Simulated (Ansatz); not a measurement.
# SiC (Moissanite 3C) (F-43m) in Ansatz: reference runs

How does SiC (Moissanite 3C) come out in PBE? The cell is run as given and disturbed.

All numbers are computed with Ansatz 0.2.0; they aren't measurements. Logs are shortened: lines on timing, memory, paths and dates and some standing lists are left out, and cuts for length are marked.

**The experiment to reproduce.**

“Insight into the structural, elastic and electronic properties of a new orthorhombic 6O-SiC polytype”, 2020, pmc:7200658 quotes, for a bulk crystal of SiC: band gap 2.4 eV (indirect).

The runs below are set against these values where they give the same quantity.

## 1. Starting point

Symmetry: F-43m, No. 216, cubic system. The conventional cell has a = 4.358 Å, b = 4.358 Å, c = 4.358 Å, α = 90.00°, β = 90.00°, γ = 90.00°. Around Si (site symmetry -43m) lie 4 C at 1.89 Å. C (site symmetry -43m) has 4 Si at 1.89 Å as nearest neighbours.

## 2. Single point, PBE

input.yaml

```yaml
crystal:
  lattice:
    - [0.0, 2.179, 2.179]
    - [2.179, 0.0, 2.179]
    - [2.179, 2.179, 0.0]
  atoms:
    - { symbol: Si, position: [0.0, 0.0, 0.0] }
    - { symbol: C, position: [0.75, 0.75, 0.75] }
hamiltonian:
  xc: pbe
  pseudopotentials: { kind: paw }
kpoints:
  mp_grid: { grid: [10, 10, 10] }
scf:
  occupations: { method: fermi_dirac, width: 0.05 }
output:
  forces: true
  stress: true
  eigenvalues: true
  write_density: true
  write_potential: true
  elf: true
  volumetric_format: npy
```

Potentials or basis: Ansatz PAW.

Command:

```sh
ansatz run input.yaml --threads 1 --pin off --max-ram 2560MiB --backend cpu --events-out ev --progress --plain --runs-dir out
```

Standard output:

```text
Warning: RAYON_NUM_THREADS=1 ignored (pool sized by the plan → 1); use --threads N
Engine: ansatz 0.2.0, aarch64-unknown-linux-gnu
Pseudopotentials: kind: paw
Pseudopotential: Si, paw, valence charge 4, recommended cutoff 420 eV (normal), Si.paw.azcp
Pseudopotential: C, paw, valence charge 4, recommended cutoff 420 eV (normal), C.paw.azcp
Functional definition: PBE
  parameter kappa = 0.804
  parameter beta = 0.06672455060314922
  exchange = pbe_x(kappa = kappa, mu = beta*pi^2/3)
  correlation = pbe_c(beta = beta)
Crystal: 2 atoms, lattice volume = 20.692 Å³
Basis set: ecut = 420 eV, 411 PW (Γ), exchange–correlation on 48×48×48 points (8 copies of the dense FFT grid, shifted against one another)
Bands: 8, of which v1, the nominal top of the filled ones, is band 4 counted from 1 (3 counted from 0)
Symmetry: 24 space group operations
Space group: F-43m (ITA 216), of the structure as read, at distance tolerance 2.7e-5 Å
k-points: 47 of 1000 (time reversal used)
Non-local potential: Si, projectors of the file, l = 0: 2, l = 1: 2, l = 2: 2
Non-local potential: C, projectors of the file, l = 0: 2, l = 1: 2, l = 2: 1
PAW form: soft (Blöchl's): semilocal exchange-correlation on the pseudo side does not see the compensation charge
PAW one-centre angular grid: Si, 110 points (default); XC on 64 Gauss nodes
PAW one-centre angular grid: C, 110 points (default); XC on 64 Gauss nodes
Initial density: superposition of atomic densities (neutral atoms: chi_scale 0, normalization atom), corrected by the library's trained network
Initial wavefunctions: pseudopotential atomic-orbital guess
Functional: x = pbe(κ = 0.804, μ = 0.2195149727645171), c = pbe(β = 0.06672455060314922)
SCF iter   1: F=—  HF=-887.157013 eV  |F-HF|=—  |Δ(HF+E_count)|=         —  Δρ=2.27e-3  dr2=1.09e-3  ethr=1.77e-3  ⟨swp⟩=5.6  Hψ=3058  notcnv=0
preconditioner: auto → none  [insulator: Δε(μ)=1.336 eV  Ē_g=14.040 eV  σ=0.050 eV  W_gap=1.00  n_scr=0 (ndim 8)  ℏωp=23.1 eV  f_vac=0.000  D(μ)=0.00/eV (n_scr^D=0)  ε∞_Penn≈3.7]
SCF iter   2: F=—  HF=-887.156951 eV  |F-HF|=—  |Δ(HF+E_count)|=   6.25e-5  Δρ=8.51e-4  dr2=9.47e-5  ethr=1.37e-5  ⟨swp⟩=2.0  Hψ=883  notcnv=0
SCF iter   3: F=—  HF=-887.156961 eV  |F-HF|=—  |Δ(HF+E_count)|=   1.01e-5  Δρ=3.62e-4  dr2=6.64e-6  ethr=1.18e-6  ⟨swp⟩=2.6  Hψ=558  notcnv=0
SCF iter   4: F=—  HF=-887.156988 eV  |F-HF|=—  |Δ(HF+E_count)|=   2.67e-5  Δρ=4.22e-5  dr2=3.35e-7  ethr=8.30e-8  ⟨swp⟩=2.1  Hψ=551  notcnv=0
iter 5 did not close the SCF: its close was put off for the readings that it lacked (scf_convergence_deferred on its scf_iter line)
SCF iter   5: F=-887.156988 eV  HF=-887.156988 eV  |F-HF|=1.52e-9  |Δ(HF+E_count)|=   1.27e-7  Δρ=2.99e-6  dr2=9.52e-10  ethr=4.19e-9  ⟨swp⟩=2.2  Hψ=543  notcnv=0
SCF iter   6: F=-887.156988 eV  HF=-887.156988 eV  |F-HF|=3.58e-11  |Δ(HF+E_count)|=   1.82e-9  Δρ=3.66e-7  dr2=1.39e-11  ethr=1.19e-11  ⟨swp⟩=4.5  Hψ=1685  notcnv=0
SCF 1 converged in 6 iterations: F = -887.156988 eV  dr2 = 1.39e-11
SCF converged after 6 iterations
Free energy (F): -887.156988 eV
Harris-Foulkes:  -887.156988 eV  (|F-HF|=3.58e-11)
Internal energy: -887.156988 eV  (E = F + TS)
E sigma→0 (E₀):  -887.156988 eV
Entropy (-TS):   -0.000000 eV (-0.000 meV/atom)
Fermi energy:    10.178744 eV
--- Per-component energies (eV) ---
  E_band       = 28.694759
  E_kinetic    = 135.723465
  E_local      = -104.408726  (includes V_loc(G=0)·N_el)
  E_nonlocal   = 51.849445
  E_hartree    = 32.057428
  E_xc         = -105.503257
  E_vxc        = -109.369886  (∫ρ·V_xc dr)
  E_paw        = -612.091573  (= ΣΔE_a)
  E_vpaw       = -9.214388  (= ΣTr[D̂ρ^β])
  E_aug_tail   = 0.000011  (compensation charges beyond the density's cutoff)
  E_ewald      = -284.783780
  E_smearing   = -0.000000  (= −TS)
  E_closure    = 0.000000  (closes the sum)
  Σ components = -887.156988   (vs F -887.156988, Δ=0.00e0)
--- Forces (eV/Å), atoms counted from 1 ---
  atom   1  Si    -0.00000000     0.00000000    -0.00000000
  atom   2  C      0.00000000    -0.00000000    -0.00000000
  max |Σ_I F_I| component: 1.85e-16 eV/Å
--- Stress (GPa, compression-positive) ---
        3.270191       0.000000      -0.000000
       -0.000000       3.270191       0.000000
       -0.000000       0.000000       3.270191
  P = ⅓ Tr σ = 3.2702 GPa (32.702 kbar)
--- Band table (eV; the first three rows and the last of 47) ---
  k-point 0: bands = ["-5.9243", "9.4796", "9.4796", "9.4796", "15.6933", "16.7893", "16.7893", "16.7893"]
  k-point 1: bands = ["-5.7288", "8.4712", "9.3460", "9.3460", "15.9607", "17.0320", "17.0320", "17.0581"]
  k-point 2: bands = ["-5.1514", "6.3515", "9.0392", "9.0392", "15.6774", "17.3902", "17.3902", "18.2526"]
  k-point 46: bands = ["-0.6988", "2.3441", "4.6856", "4.9084", "14.1642", "17.5362", "19.5053", "20.6798"]
```

rho_z.tsv:

```text
# z_ang	rho[e/angstrom^3]
# format = ansatz-planar-average/11
# lattice	0.000000000	2.179000000	2.179000000
# lattice	2.179000000	0.000000000	2.179000000
# lattice	2.179000000	2.179000000	0.000000000
# sites	2
# site	14	0.000000000	0.000000000	0.000000000
# site	6	3.268500000	3.268500000	3.268500000
0.000000	4.125177e-1
0.128399	3.506153e-1
0.256798	2.992019e-1
0.385196	2.608450e-1
0.513595	2.353252e-1
0.641994	2.204949e-1
0.770393	2.135205e-1
0.898792	2.122548e-1
1.027190	2.161186e-1
1.155589	2.260842e-1
1.283988	2.439987e-1
1.412387	2.716284e-1
1.540786	3.097436e-1
1.669184	3.574755e-1
1.797583	4.119910e-1
1.925982	4.688643e-1
2.054381	5.233643e-1
2.182780	5.712898e-1
2.311179	6.079722e-1
2.439577	6.271917e-1
2.567976	6.229740e-1
2.696375	5.934495e-1
2.824774	5.427550e-1
2.953173	4.792894e-1
```

v_z.tsv:

```text
# z_ang	v_es[eV]	v_tot[eV]
# format = ansatz-planar-average/11
# xc	pbe
# density_cutoff_ev	1680
# datasets	Si=:simpson_from_first_knot:soft	C=:simpson_from_first_knot:soft
# lattice	0.000000000	2.179000000	2.179000000
# lattice	2.179000000	0.000000000	2.179000000
# lattice	2.179000000	2.179000000	0.000000000
# sites	2
# site	14	0.000000000	0.000000000	0.000000000
# site	6	3.268500000	3.268500000	3.268500000
0.000000	-4.309815e0	-1.736409e1
0.128399	-3.383875e0	-1.588449e1
0.256798	-2.181715e0	-1.401989e1
0.385196	-6.011881e-1	-1.171028e1
0.513595	1.313977e0	-9.050400e0
0.641994	3.454593e0	-6.299523e0
0.770393	5.629230e0	-3.769647e0
0.898792	7.571024e0	-1.655472e0
1.027190	9.026616e0	-1.139042e-1
1.155589	9.939587e0	7.748576e-1
1.283988	1.038977e1	1.069579e0
1.412387	1.036141e1	7.664264e-1
1.540786	9.711200e0	-2.878025e-1
1.669184	8.313841e0	-2.189656e0
1.797583	6.292518e0	-4.754948e0
1.925982	3.935665e0	-7.660494e0
2.054381	1.478918e0	-1.062135e1
2.182780	-9.531128e-1	-1.347144e1
2.311179	-3.124882e0	-1.601151e1
2.439577	-4.738370e0	-1.798279e1
2.567976	-5.663629e0	-1.920969e1
2.696375	-5.952069e0	-1.965696e1
2.824774	-5.717656e0	-1.938915e1
2.953173	-5.109043e0	-1.855907e1
```

Run time: 1.8 s. Hardware: 1 thread of Arm Neoverse V2, shared host; peak memory 0.26 GiB.

What came out:

- Free energy: -887.1570 eV
- Pressure: 3.3 GPa
- Band gap on the k mesh: 1.36 eV, indirect (least direct gap 4.55 eV)

Levels at points of the mesh, in eV from the valence-band top:
```tsv
k point	band 1	band 2	band 3	band 4	band 5	band 6	band 7	band 8
(0.00, 0.00, 0.00)	-15.40	0.00	0.00	0.00	6.21	7.31	7.31	7.31
(0.00, 0.00, -0.50)	-11.84	-8.53	-1.05	-1.05	5.43	7.23	7.23	10.04
(0.00, -0.50, -0.50)	-10.38	-7.80	-3.19	-3.19	1.36	4.33	14.02	14.02
```

## 3. Single point, PBE (atoms moved at random, drawn with an rms of 0.05 Å)

input.yaml, as its differences from that of step 2:

```diff
@@ -6,4 +6,4 @@
   atoms:
-    - { symbol: Si, position: [0.0, 0.0, 0.0] }
-    - { symbol: C, position: [0.75, 0.75, 0.75] }
+    - { symbol: Si, position: [0.022997, -0.024471, -0.002805] }
+    - { symbol: C, position: [0.783053, 0.745, 0.741904] }
 hamiltonian:
```

Potentials or basis: Ansatz PAW.

Command:

```sh
ansatz run input.yaml --threads 1 --pin off --max-ram 2560MiB --backend cpu --events-out ev --progress --plain --runs-dir out
```

Wall time 12 s (1 thread of Arm Neoverse V2, shared host); peak memory 0.4 GiB.

It converged, with:

```
Free energy            : -887.1056 eV
Pressure               : 3.9 GPa
Largest force          : 1.452 eV/Å
Band gap on the k mesh : 1.04 eV, indirect (least direct gap 4.38 eV)
```

Forces on the atoms (eV/Å):
```
Si   0.646  0.340  1.255
C   -0.646 -0.340 -1.255
```

Stress tensor (GPa, compression positive):
```
4.05 4.30 1.28
4.30 4.21 2.24
1.28 2.24 3.46
```

Levels at points of the mesh, in eV from the valence-band top:
| k point | band 1 | band 2 | band 3 | band 4 | band 5 | band 6 | band 7 | band 8 |
| --- | --- | --- | --- | --- | --- | --- | --- | --- |
| (0.00, 0.00, 0.00) | -15.71 | -0.68 | -0.26 | 0.00 | 5.88 | 6.89 | 6.98 | 7.18 |
| (0.00, 0.00, -0.50) | -12.13 | -8.89 | -1.60 | -1.07 | 5.09 | 6.62 | 7.27 | 9.73 |
| (0.00, -0.50, 0.00) | -12.22 | -8.67 | -1.65 | -1.23 | 5.11 | 6.60 | 7.08 | 9.73 |
| (0.00, -0.50, -0.50) | -10.70 | -8.11 | -3.56 | -3.41 | 1.04 | 3.99 | 13.70 | 13.74 |
| (-0.50, 0.00, 0.00) | -12.19 | -8.75 | -1.67 | -1.14 | 5.09 | 6.58 | 7.19 | 9.73 |
| (-0.50, 0.00, -0.50) | -10.70 | -8.12 | -3.50 | -3.46 | 1.04 | 3.99 | 13.71 | 13.74 |
| (-0.50, -0.50, 0.00) | -10.71 | -8.09 | -3.66 | -3.34 | 1.04 | 4.02 | 13.70 | 13.72 |
| (-0.50, -0.50, -0.50) | -12.06 | -9.06 | -1.40 | -1.12 | 5.11 | 6.85 | 7.20 | 9.70 |

A k mesh can miss the band edges.

## 4. Comparison with measurements

Step 2. Against the measured gap of SiC, 2.4 eV (indirect; quoted in “Insight into the structural, elastic and electronic properties of a new orthorhombic 6O-SiC polytype”, 2020, pmc:7200658), the calculated 1.36 eV is off by -1.04 eV. The value is that of PBE on a finite k mesh, which can miss the band edges, without temperature or zero-point motion. Semilocal functionals fall short of measured gaps as a rule.
